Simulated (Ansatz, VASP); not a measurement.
**Two plane-wave programs on Os**

File INCAR:

```
SYSTEM = Os
ALGO = Normal
EDIFF = 1E-6
EDIFFG = -0.05
ENCUT = 600
GGA = PE
IBRION = 2
ISIF = 3
ISMEAR = 0
LASPH = .True.
LCHARG = .False.
LREAL = .False.
LWAVE = .False.
NELM = 60
NSW = 100
PREC = Accurate
SIGMA = 0.1
```

KPOINTS

```
k-points
0
Gamma
  9 9 6
  0 0 0
```

POSCAR

```
Os
1.0
    2.7341000000      0.0000000000      0.0000000000
   -1.3670500000      2.3678000565      0.0000000000
    0.0000000000      0.0000000000      4.3197000000
Os
2
Direct
    0.3333333333      0.6666666667      0.2500000000
    0.6666666667      0.3333333333      0.7500000000
```

Input for Ansatz:

```yaml
crystal:
  lattice:
    - [2.7341, 0.0, 0.0]
    - [-1.36705, 2.3678000565, 0.0]
    - [0.0, 0.0, 4.3197]
  atoms:
    - { symbol: Os, position: [0.3333333333, 0.6666666667, 0.25] }
    - { symbol: Os, position: [0.6666666667, 0.3333333333, 0.75] }
basis:
  ecutwfc: 420
kpoints:
  mp_grid: { grid: [9, 9, 6] }
hamiltonian:
  xc: pbe
scf:
  occupations: { method: gaussian, width: 0.1 }
output:
  forces: true
  stress: true
  eigenvalues: true
relax:
  adjacent_minimum: "off"
  f_tol: 0.05
  max_steps: 80
  cell: { stress_tol: 0.5 }
```

Alike in both runs: task relaxation of cell and atoms; functional PBE; k mesh 9 × 9 × 6; occupations gaussian, width 0.1 eV; no spin polarisation.

|  | VASP | Ansatz |
| --- | --- | --- |
| version | VASP 6.6.1 | Ansatz 0.2.0 |
| potentials or method | VASP PAW PBE potentials, release 64 (Os) | scalar-relativistic, plane waves, PAW |
| plane-wave cutoff (eV) | 600 | 420 |
| valence electrons in the cell | 16 | 32 |

VASP gave:

- gap on the k mesh at the Fermi level, each at its own relaxed structure (eV): none
- relaxed volume (Å³/atom): 14.28
- relaxed cell length with the largest relative difference (Å): 2.752
- energy change over the relaxation (meV/atom): -8

Q: Estimate Ansatz's values.

A: gap on the k mesh at the Fermi level, each at its own relaxed structure (eV): none; relaxed volume (Å³/atom): 14.27; relaxed cell length with the largest relative difference (Å): 2.751; energy change over the relaxation (meV/atom): -7.

A gap of «none» marks a metal or a gap that the smearing closes. The two sets of potentials don't hold the same shells in valence.

 Zero-point motion and thermal expansion aren't in these numbers. PBE usually gives volumes a little too large and moduli too small.
